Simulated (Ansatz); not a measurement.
# InP (F-43m) in Ansatz: a series of runs

The runs below take InP through density of states, topological invariants, elastic constants, projected density of states, with revPBE, PBEsol, PBE0.

Everything below comes from runs of Ansatz 0.2.0. Logs are shortened: lines on timing, memory, paths and dates and some standing lists are left out, and cuts for length are marked.

**Experimental background.**

From a printed reference work, data compilation, for a bulk crystal of InP at 1.6 K: band gap 1.4236 eV (direct).

The results are compared with them further down.

## Step 1: The structure

Symmetry: F-43m, No. 216, cubic system. The conventional cell has a = 5.861 Å, b = 5.861 Å, c = 5.861 Å, α = 90.00°, β = 90.00°, γ = 90.00°. In (site symmetry -43m) is surrounded by 4 P at 2.54 Å. P (site symmetry -43m) is surrounded by 4 In at 2.54 Å.

## Step 2: Density of states, revPBE, spin-orbit coupling, no magnetisation

File input.yaml:

```yaml
crystal:
  lattice: { a: 5.861, b: 5.861, c: 5.861, alpha: 90.0, beta: 90.0, gamma: 90.0 }
  space_group: 216
  reduce_to_primitive: true
  atoms:
    - { symbol: In, wyckoff: "4a", position: [0.0, 0.0, 0.0] }
    - { symbol: P, wyckoff: "4c", position: [0.25, 0.25, 0.25] }
hamiltonian:
  xc: revpbe
  pseudopotentials: { kind: paw_fr }
magnetization:
  noncollinear: true
  spin_orbit: true
kpoints:
  mp_grid: { grid: [8, 8, 8] }
scf:
  occupations: { method: gaussian, width: 0.05 }
  n_extra_bands: 6
output:
  forces: true
  stress: true
  eigenvalues: true
  dos: { projected: false, de: 0.05, nscf_kmesh: { grid: [12, 12, 12] } }
  write_density: true
  write_potential: true
  elf: true
  volumetric_format: npy
```

Potentials or basis: Ansatz PAW.

On the command line:

```
> ansatz run input.yaml --threads 1 --pin off --max-ram 2560MiB --backend cpu --events-out ev --progress --plain --runs-dir out
```

The log of the run:

```text
Warning: RAYON_NUM_THREADS=1 ignored (pool sized by the plan → 1); use --threads N
crystal.space_group: 216 is read as F-43m: the typed cell holds In4P4 (In 4a, P 4c). Least distances (Å): In–In 4.144, In–P 2.538, P–P 4.144
crystal.space_group generates its sites in this order, which a site index counts, at these fractional coordinates of the primitive cell where crystal.reduce_to_primitive is true, and else of the cell that is read (crystal.supercell repeats the list replica by replica, and crystal.defects acts on that): 0: In [0.000000, 0.000000, 0.000000]; 1: P [0.250000, 0.250000, 0.250000];
scf.n_extra_bands = 6 over 18 filled bands (N_el = 18.0): the run solves 24 bands
Engine: ansatz 0.2.0, aarch64-unknown-linux-gnu
Pseudopotentials: kind: paw_fr
Pseudopotential: In, paw_fr, valence charge 13, recommended cutoff 420 eV (normal), In.paw.azcp#standard-fr
Pseudopotential: P, paw_fr, valence charge 5, recommended cutoff 420 eV (normal), P.paw.azcp#standard-fr
Functional definition: revPBE
  parameter kappa = 1.245
  parameter beta = 0.06672455060314922
  exchange = pbe_x(kappa = kappa, mu = beta*pi^2/3)
  correlation = pbe_c(beta = beta)
non-collinear run that drives no moment, with spin-orbit: no starting moment large enough to seed its density (crystal.atoms[].spin), no starting occupations that ask for one, no magnetisation constraint and no magnetic field, so the semilocal B_xc is pinned to zero
Crystal: 2 atoms, lattice volume = 50.333 Å³
Basis set: ecut = 420 eV, 941 PW (Γ), exchange–correlation on 60×60×60 points (8 copies of the dense FFT grid, shifted against one another)
Bands: 24, of which v1, the nominal top of the filled ones, is band 18 counted from 1 (17 counted from 0)
Symmetry: 24 space group operations + 24 with time reversal
Magnetic group: BNS 216.75 (UNI 1577), of the structure as read, at distance tolerance 3.7e-5 Å
k-points: 29 of 512 (time reversal used)
Projection manifold: j_resolved (fully-relativistic pseudo-atomic orbitals)
Non-local potential: In, projectors of the file, l = 0: 2, l = 1: 4, l = 2: 4, l = 3: 4
Non-local potential: P, projectors of the file, l = 0: 2, l = 1: 4, l = 2: 4
PAW form: soft (Blöchl's): semilocal exchange-correlation on the pseudo side does not see the compensation charge
PAW frozen core: In, regenerated for the run's functional, and the local potential with it (the file was generated under x = pbe(κ = 0.804, μ = 0.2195149727645171), c = pbe(β = 0.06672455060314922))
PAW frozen core: P, regenerated for the run's functional, and the local potential with it (the file was generated under x = pbe(κ = 0.804, μ = 0.2195149727645171), c = pbe(β = 0.06672455060314922))
PAW one-centre angular grid: In, 590 points (default); XC on 64 Gauss nodes
PAW one-centre angular grid: P, 110 points (default); XC on 64 Gauss nodes
Initial density: superposition of atomic densities (chi_scale 0.1, normalization cell, long waves kept (reshape's long-wave potential 0.00 eV rms))
Initial wavefunctions: pseudopotential atomic-orbital guess
Functional: x = revpbe(κ = 1.245, μ = 0.2195149727645171), c = pbe(β = 0.06672455060314922)
SCF iter   1: F=—  HF=-6364.435367 eV  |F-HF|=—  |Δ(HF+E_count)|=         —  Δρ=3.58e-2  dr2=8.95e-1  dr2_m=0.00e0 (ungated)  ethr=3.10e-3  |M|=0.00e0 ∫|m|=0.00e0 μB  |m|>n=0.0e0 m-floor=0.0e0 τ_xc=0.0e0  β_m=0.30  ⟨swp⟩=8.4  Hψ=4466  notcnv=0
preconditioner: auto → none  [insulator: Δε(μ)=1.030 eV  Ē_g=13.903 eV  σ=0.050 eV  W_gap=1.00  n_scr=14 (ndim 8)  ℏωp=22.2 eV  f_vac=0.000  D(μ)=0.00/eV (n_scr^D=0)  ε∞_Penn≈3.6]
SCF iter   2: F=—  HF=-6364.243795 eV  |F-HF|=—  |Δ(HF+E_count)|=   1.92e-1  Δρ=2.16e-2  dr2=2.04e-1  dr2_m=0.00e0 (ungated)  ethr=3.10e-3  |M|=0.00e0 ∫|m|=0.00e0 μB  |m|>n=0.0e0 m-floor=0.0e0 τ_xc=0.0e0  β_m=0.42  ⟨swp⟩=2.4  Hψ=1193  notcnv=0  defer=58
SCF iter   3: F=—  HF=-6364.226695 eV  |F-HF|=—  |Δ(HF+E_count)|=   1.71e-2  Δρ=7.91e-3  dr2=1.98e-2  dr2_m=0.00e0 (ungated)  ethr=1.13e-3  |M|=0.00e0 ∫|m|=0.00e0 μB  |m|>n=0.0e0 m-floor=0.0e0 τ_xc=0.0e0  β_m=0.57  ⟨swp⟩=2.4  Hψ=923  notcnv=0  defer=58
SCF iter   4: F=—  HF=-6364.229935 eV  |F-HF|=—  |Δ(HF+E_count)|=   3.24e-3  Δρ=6.45e-4  dr2=1.27e-4  dr2_m=0.00e0 (ungated)  ethr=1.10e-4  |M|=0.00e0 ∫|m|=0.00e0 μB  |m|>n=0.0e0 m-floor=0.0e0 τ_xc=0.0e0  β_m=0.58  ⟨swp⟩=2.5  Hψ=934  notcnv=0  defer=58
SCF iter   5: F=—  HF=-6364.230116 eV  |F-HF|=—  |Δ(HF+E_count)|=   1.80e-4  Δρ=2.26e-4  dr2=1.42e-5  dr2_m=0.00e0 (ungated)  ethr=7.06e-7  |M|=0.00e0 ∫|m|=0.00e0 μB  |m|>n=0.0e0 m-floor=0.0e0 τ_xc=0.0e0  β_m=0.77  ⟨swp⟩=3.1  Hψ=1299  notcnv=0  defer=58
SCF iter   6: F=—  HF=-6364.230145 eV  |F-HF|=—  |Δ(HF+E_count)|=   2.86e-5  Δρ=2.74e-5  dr2=7.73e-7  dr2_m=0.00e0 (ungated)  ethr=7.87e-8  |M|=0.00e0 ∫|m|=0.00e0 μB  |m|>n=0.0e0 m-floor=0.0e0 τ_xc=0.0e0  β_m=0.88  ⟨swp⟩=2.0  Hψ=941  notcnv=0  defer=58
SCF iter   7: F=-6364.230145 eV  HF=-6364.230145 eV  |F-HF|=1.62e-8  |Δ(HF+E_count)|=   3.67e-7  Δρ=4.28e-6  dr2=1.09e-8  dr2_m=0.00e0 (ungated)  ethr=5.56e-10  |M|=0.00e0 ∫|m|=0.00e0 μB  |m|>n=0.0e0 m-floor=0.0e0 τ_xc=0.0e0  ⟨swp⟩=16.9  Hψ=5806  notcnv=0
SCF 1 converged in 7 iterations: F = -6364.230145 eV  dr2 = 1.09e-8
  Residual-converged pass: ⟨swp⟩=1.0  Hψ=813  notcnv=0  max |occ|·‖R‖ = 7.0e-9 eV (tolerance 1.0e-8 eV)  dr2=1.09e-8  dr2_m=0.00e0 (ungated)  dr2_onsite=4.75e-10  max |Δocc| = 7.7e-33
NSCF: frozen V_eff on 72 k-points
SCF converged after 7 iterations
Magnetization: |M| = 0.0000 μB,  M = (+0.0000, +0.0000, +0.0000) μB
Absolute magnetization: 0.0000 μB (∫|m|)
  site 0: m = (+0.0000, +0.0000, +0.0000) μB, |m| = 0.0000 μB  (R = 1.05 Å)
  site 1: m = (+0.0000, +0.0000, +0.0000) μB, |m| = 0.0000 μB  (R = 1.05 Å)
Free energy (F): -6364.230145 eV
Harris-Foulkes:  -6364.230145 eV  (|F-HF|=1.62e-8)
Internal energy: -6364.230145 eV  (E = F + TS)
E sigma→0 (E₀):  -6364.230145 eV
Fermi energy:    7.493141 eV
--- Per-component energies (eV) ---
  E_band       = -50.672567
  E_kinetic    = 313.799620
  E_local      = -1397.747065  (includes V_loc(G=0)·N_el)
  E_nonlocal   = 400.926827
  E_hartree    = 552.153820
  E_xc         = -277.152102
  E_vxc        = -159.663384  (∫ρ·V_xc dr)
  E_paw        = -4735.527669  (= ΣΔE_a)
  E_vpaw       = -312.297801  (= ΣTr[D̂ρ^β])
  E_aug_tail   = 0.000030  (compensation charges beyond the density's cutoff)
  E_ewald      = -1220.708286
  E_core_change = 0.024681  (= ΣΔE_core)
  E_smearing   = -0.000000  (= −TS)
  E_closure    = -0.000000  (closes the sum)
  Σ components = -6364.230145   (vs F -6364.230145, Δ=0.00e0)
--- Forces (eV/Å), atoms counted from 1 ---
  atom   1  In    -0.00000000     0.00000000     0.00000000
  atom   2  P      0.00000000     0.00000000    -0.00000000
  max |Σ_I F_I| component: 3.24e-17 eV/Å
--- Stress (GPa, compression-positive) ---
        4.589671      -0.000000      -0.000000
       -0.000000       4.589671      -0.000000
       -0.000000      -0.000000       4.589671
  P = ⅓ Tr σ = 4.5897 GPa (45.897 kbar)
--- Band table (eV; the first three rows and the last of 29) ---
  k-point 0: bands = ["-7.5709", "-7.5709", "-7.5709", "-7.5709", "-6.7897", "-6.7897", "-6.6867", "-6.6867", "-6.6867", "-6.6867", "-4.4247", "-4.4247", "7.0013", "7.0013", "7.0984", "7.0984", "7.0984", "7.0984", "7.8857", "7.8857", "10.8871", "10.8871", "11.3409", "11.3409"]
  k-point 1: bands = ["-7.5733", "-7.5733", "-7.5726", "-7.5655", "-6.7919", "-6.7919", "-6.6945", "-6.6945", "-6.6851", "-6.6762", "-4.2461", "-4.2461", "5.5587", "5.5587", "6.8433", "6.8433", "6.9137", "6.9249", "8.7975", "8.7975", "11.1719", "11.1719", "11.5116", "11.5116"]
  k-point 2: bands = ["-7.5805", "-7.5805", "-7.5701", "-7.5601", "-6.7950", "-6.7950", "-6.7108", "-6.7108", "-6.6717", "-6.6591", "-3.7481", "-3.7481", "3.6610", "3.6610", "6.4638", "6.4638", "6.5520", "6.5660", "8.9399", "8.9399", "11.7500", "11.7500", "12.0098", "12.0164"]
  k-point 28: bands = ["-7.6581", "-7.5860", "-7.5297", "-7.5166", "-6.8957", "-6.7286", "-6.7097", "-6.6849", "-6.6545", "-6.6520", "-1.9792", "-1.9766", "1.5021", "1.5137", "4.0578", "4.1406", "4.1949", "4.2485", "11.4251", "11.4294", "11.4689", "11.4961", "12.5697", "12.8060"]
```

Wall time 21 s (1 thread of Arm Neoverse V1, shared host); peak memory 0.43 GiB.

What came out:

```yaml
Free_energy: -6364.2301 eV
Pressure: 4.6 GPa
Band_gap_on_the_k_mesh: 0.79 eV, direct
```

States per cell in windows of 1 eV (zero at the valence-band top; states under -8 eV left out):
| from (eV) | total |
| --- | --- |
| -8.0 | 0.00 |
| -7.0 | 0.00 |
| -6.0 | 1.23 |
| -5.0 | 0.44 |
| -4.0 | 0.64 |
| -3.0 | 1.57 |
| -2.0 | 1.65 |
| -1.0 | 0.47 |
| 0.0 | 0.00 |
| 1.0 | 0.14 |
| 2.0 | 1.53 |
| 3.0 | 1.07 |
| 4.0 | 1.50 |
| 5.0 | 1.26 |
| 6.0 | 0.34 |
| 7.0 | 0.13 |

Caveat: the PAW data sets come from PBE, with cores solved anew for the run's functional, which leaves a small shift of forces and pressure.

## Step 3: Topological invariants, PBEsol, spin-orbit coupling, no magnetisation

File input.yaml:

```yaml
crystal:
  lattice:
    - [0.0, 2.9305, 2.9305]
    - [2.9305, 0.0, 2.9305]
    - [2.9305, 2.9305, 0.0]
  atoms:
    - { symbol: In, position: [0.0, 0.0, 0.0] }
    - { symbol: P, position: [0.75, 0.75, 0.75] }
hamiltonian:
  xc: pbesol
  pseudopotentials: { kind: paw_fr }
magnetization:
  noncollinear: true
  spin_orbit: true
kpoints:
  mp_grid: { grid: [8, 8, 8] }
  band_path:
    path:
      - [[0.0, 0.0, 0.0], [0.5, 0.0, 0.5], [0.5, 0.25, 0.75], [0.375, 0.375, 0.75], [0.0, 0.0, 0.0], [0.5, 0.5, 0.5], [0.625, 0.25, 0.625], [0.5, 0.25, 0.75], [0.5, 0.5, 0.5], [0.375, 0.375, 0.75]]
      - [[0.625, 0.25, 0.625], [0.5, 0.0, 0.5]]
    npoints: 14
scf:
  occupations: { method: fixed }
  n_extra_bands: 6
output:
  forces: true
  stress: true
  eigenvalues: true
  fatbands: false
  topological_invariants: true
  write_density: true
  write_potential: true
  elf: true
  volumetric_format: npy
basis:
  ecutrho_ratio: 4
```

Potentials or basis: Ansatz PAW.

On the command line:

```
> ansatz run input.yaml --threads 1 --pin off --max-ram 2560MiB --backend cpu --events-out ev --progress --plain --runs-dir out
```

The log of the run:

```text
Warning: RAYON_NUM_THREADS=1 ignored (pool sized by the plan → 1); use --threads N
scf.n_extra_bands = 6 over 18 filled bands (N_el = 18.0): the run solves 24 bands
[... 4 set-up lines as earlier in the session ...]
Functional definition: PBEsol
  exchange = pbesol_x
  correlation = pbesol_c
non-collinear run that drives no moment, with spin-orbit: no starting moment large enough to seed its density (crystal.atoms[].spin), no starting occupations that ask for one, no magnetisation constraint and no magnetic field, so the semilocal B_xc is pinned to zero
Crystal: 2 atoms, lattice volume = 50.333 Å³
Basis set: ecut = 420 eV, 941 PW (Γ), exchange–correlation on 60×60×60 points (8 copies of the dense FFT grid, shifted against one another)
Bands: 24, of which v1, the nominal top of the filled ones, is band 18 counted from 1 (17 counted from 0)
[... 1 set-up line as earlier in the session ...]
Magnetic group: BNS 216.75 (UNI 1577), of the structure as read, at distance tolerance 3.7e-5 Å
k-points: 29 of 512 (time reversal used)
Projection manifold: j_resolved (fully-relativistic pseudo-atomic orbitals)
[... 9 set-up lines as earlier in the session ...]
Functional: x = pbesol(κ = 0.804, μ = 0.12345679012345678), c = pbesol(β = 0.046)
SCF iter   1: F=—  HF=-6267.966928 eV  |F-HF|=—  |Δ(HF+E_count)|=         —  Δρ=3.31e-2  dr2=7.58e-1  dr2_m=0.00e0 (ungated)  ethr=3.10e-3  |M|=0.00e0 ∫|m|=0.00e0 μB  |m|>n=0.0e0 m-floor=0.0e0 τ_xc=0.0e0  β_m=0.30  ⟨swp⟩=5.2  Hψ=3356  notcnv=0  defer=58
preconditioner: auto → none  [insulator: Δε(μ)=0.882 eV  Ē_g=13.770 eV  n_scr=14 (ndim 8)  ℏωp=22.2 eV  f_vac=0.000  ε∞_Penn≈3.6]
SCF iter   2: F=—  HF=-6267.778747 eV  |F-HF|=—  |Δ(HF+E_count)|=   1.88e-1  Δρ=2.00e-2  dr2=1.67e-1  dr2_m=0.00e0 (ungated)  ethr=3.10e-3  |M|=0.00e0 ∫|m|=0.00e0 μB  |m|>n=0.0e0 m-floor=0.0e0 τ_xc=0.0e0  β_m=0.42  ⟨swp⟩=2.5  Hψ=1200  notcnv=0  defer=58
SCF iter   3: F=—  HF=-6267.747891 eV  |F-HF|=—  |Δ(HF+E_count)|=   3.09e-2  Δρ=7.48e-3  dr2=1.72e-2  dr2_m=0.00e0 (ungated)  ethr=9.30e-4  |M|=0.00e0 ∫|m|=0.00e0 μB  |m|>n=0.0e0 m-floor=0.0e0 τ_xc=0.0e0  β_m=0.55  ⟨swp⟩=2.6  Hψ=901  notcnv=0  defer=58
SCF iter   4: F=—  HF=-6267.746493 eV  |F-HF|=—  |Δ(HF+E_count)|=   1.40e-3  Δρ=6.16e-4  dr2=8.08e-5  dr2_m=0.00e0 (ungated)  ethr=9.57e-5  |M|=0.00e0 ∫|m|=0.00e0 μB  |m|>n=0.0e0 m-floor=0.0e0 τ_xc=0.0e0  β_m=0.58  ⟨swp⟩=2.6  Hψ=939  notcnv=0  defer=58
SCF iter   5: F=—  HF=-6267.746532 eV  |F-HF|=—  |Δ(HF+E_count)|=   3.92e-5  Δρ=1.72e-4  dr2=7.36e-6  dr2_m=0.00e0 (ungated)  ethr=4.49e-7  |M|=0.00e0 ∫|m|=0.00e0 μB  |m|>n=0.0e0 m-floor=0.0e0 τ_xc=0.0e0  β_m=0.69  ⟨swp⟩=2.5  Hψ=1316  notcnv=0  defer=58
SCF iter   6: F=—  HF=-6267.746534 eV  |F-HF|=—  |Δ(HF+E_count)|=   2.04e-6  Δρ=1.59e-5  dr2=1.69e-7  dr2_m=0.00e0 (ungated)  ethr=4.09e-8  |M|=0.00e0 ∫|m|=0.00e0 μB  |m|>n=0.0e0 m-floor=0.0e0 τ_xc=0.0e0  β_m=0.78  ⟨swp⟩=2.1  Hψ=847  notcnv=0  defer=58
SCF iter   7: F=-6267.746534 eV  HF=-6267.746534 eV  |F-HF|=9.37e-11  |Δ(HF+E_count)|=   2.37e-8  Δρ=2.00e-6  dr2=2.59e-9  dr2_m=0.00e0 (ungated)  ethr=5.56e-10  |M|=0.00e0 ∫|m|=0.00e0 μB  |m|>n=0.0e0 m-floor=0.0e0 τ_xc=0.0e0  ⟨swp⟩=18.3  Hψ=6255  notcnv=0
Converged-ψ floor refinement (derivative, response, wavefunction or occupation consumer): ⟨swp⟩=3.0  Hψ=4756  notcnv=0
SCF 1 converged in 7 iterations: F = -6267.746534 eV  dr2 = 2.59e-9
NSCF: frozen V_eff on 142 k-points
NSCF: frozen V_eff on 10 k-points
SCF converged after 7 iterations
Magnetization: |M| = 0.0000 μB,  M = (+0.0000, +0.0000, +0.0000) μB
Absolute magnetization: 0.0000 μB (∫|m|)
  site 0: m = (+0.0000, +0.0000, +0.0000) μB, |m| = 0.0000 μB  (R = 1.05 Å)
  site 1: m = (+0.0000, +0.0000, +0.0000) μB, |m| = 0.0000 μB  (R = 1.05 Å)
Free energy (F): -6267.746534 eV
Harris-Foulkes:  -6267.746534 eV  (|F-HF|=9.37e-11)
Internal energy: -6267.746534 eV  (E = F + TS)
E sigma→0 (E₀):  -6267.746534 eV
Fermi energy:    6.923580 eV
--- Per-component energies (eV) ---
  E_band       = -53.842761
  E_kinetic    = 313.708133
  E_local      = -1398.773278  (includes V_loc(G=0)·N_el)
  E_nonlocal   = 402.842772
  E_hartree    = 550.272232
  E_xc         = -274.247749
  E_vxc        = -160.281120  (∫ρ·V_xc dr)
  E_paw        = -4641.125595  (= ΣΔE_a)
  E_vpaw       = -311.883074  (= ΣTr[D̂ρ^β])
  E_aug_tail   = 0.000029  (compensation charges beyond the density's cutoff)
  E_ewald      = -1220.708286
  E_core_change = 0.285208  (= ΣΔE_core)
  E_smearing   = -0.000000  (= −TS)
  E_closure    = 0.000000  (closes the sum)
  Σ components = -6267.746534   (vs F -6267.746534, Δ=0.00e0)
--- Forces (eV/Å), atoms counted from 1 ---
  atom   1  In    -0.00000000     0.00000000     0.00000000
  atom   2  P      0.00000000    -0.00000000     0.00000000
  max |Σ_I F_I| component: 9.25e-17 eV/Å
--- Stress (GPa, compression-positive) ---
        0.522734      -0.000000      -0.000000
       -0.000000       0.522734       0.000000
       -0.000000       0.000000       0.522734
  P = ⅓ Tr σ = 0.5227 GPa (5.227 kbar)
--- Band table (eV; the first three rows and the last of 29) ---
  k-point 0: bands = ["-7.7070", "-7.7070", "-7.7070", "-7.7070", "-6.9250", "-6.9250", "-6.8192", "-6.8192", "-6.8192", "-6.8192", "-4.6523", "-4.6523", "6.8224", "6.8224", "6.9236", "6.9236", "6.9236", "6.9236", "7.5114", "7.5114", "10.5910", "10.5910", "11.0495", "11.0495"]
  k-point 1: bands = ["-7.7097", "-7.7097", "-7.7088", "-7.7016", "-6.9273", "-6.9273", "-6.8272", "-6.8272", "-6.8175", "-6.8086", "-4.4715", "-4.4715", "5.3176", "5.3176", "6.6602", "6.6602", "6.7339", "6.7452", "8.4715", "8.4715", "10.8703", "10.8703", "11.2043", "11.2043"]
  k-point 2: bands = ["-7.7173", "-7.7173", "-7.7062", "-7.6962", "-6.9306", "-6.9306", "-6.8440", "-6.8440", "-6.8039", "-6.7913", "-3.9669", "-3.9669", "3.4070", "3.4070", "6.2730", "6.2730", "6.3650", "6.3791", "8.5959", "8.5959", "11.4629", "11.4629", "11.7247", "11.7316"]
  k-point 28: bands = ["-7.7961", "-7.7228", "-7.6656", "-7.6522", "-7.0329", "-6.8618", "-6.8441", "-6.8181", "-6.7868", "-6.7847", "-2.1577", "-2.1551", "1.2308", "1.2423", "3.8006", "3.8908", "3.9428", "3.9921", "11.0865", "11.0877", "11.2190", "11.2472", "12.2259", "12.4664"]
--- Topological invariants of the lowest 18 bands, as many as the electrons (of this functional, at the state reached) ---
  Z2 = 0;(000)
  bands 18 and 19 are separated throughout the zone, as estimated from the states at the SCF's k-points
  smallest direct gap kept (no minimum is searched for): 0.5878 eV, known to 2.3e-4 eV, at k = (0.0000, 0.0000, 0.0000) in reciprocal vectors
  plane       ν
  k1 = 0      0
  k1 = 1/2    0
  k2 = 0      0
  k2 = 1/2    0
  k3 = 0      0
  k3 = 1/2    0
```

Wall time 47 s (1 thread of Arm Neoverse V1, shared host); peak memory 0.46 GiB.

What came out:

| Quantity | Value |
| --- | --- |
| Free energy | -6267.7465 eV |
| Pressure | 0.5 GPa |
| Band gap on the k mesh | 0.59 eV, direct |
| Band gap along the path | 0.59 eV, direct |

Levels at the corners of the path, in eV from the valence-band top:
```
point  band 14  band 15  band 16  band 17  band 18  band 19  band 20  band 21  band 22  band 23
    Γ    -0.10     0.00     0.00     0.00     0.00     0.59     0.59     3.67     3.67     4.13
    X    -5.84    -2.44    -2.44    -2.34    -2.34     1.60     1.60     2.14     2.14     9.06
    W    -5.68    -3.12    -3.03    -2.98    -2.93     4.16     4.16     4.30     4.32     5.30
    K    -5.69    -3.44    -3.35    -2.00    -1.99     2.21     2.22     4.27     4.30     7.31
    Γ    -0.10     0.00     0.00     0.00     0.00     0.59     0.59     3.67     3.67     4.13
    L    -5.83    -1.08    -1.08    -0.96    -0.96     1.37     1.37     4.61     4.61     4.78
    U    -5.69    -3.44    -3.35    -2.00    -1.99     2.21     2.22     4.27     4.30     7.31
    W    -5.68    -3.12    -3.03    -2.98    -2.93     4.16     4.16     4.30     4.32     5.30
    L    -5.83    -1.08    -1.08    -0.96    -0.96     1.37     1.37     4.61     4.61     4.78
    K    -5.69    -3.44    -3.35    -2.00    -1.99     2.21     2.22     4.27     4.30     7.31
    U    -5.69    -3.44    -3.35    -2.00    -1.99     2.21     2.22     4.27     4.30     7.31
    X    -5.84    -2.44    -2.44    -2.34    -2.34     1.60     1.60     2.14     2.14     9.06
```

Caveat: the PAW data sets come from PBE, with cores solved anew for the run's functional, which leaves a small shift of forces and pressure.

(Part 1 of 2 ends here.)
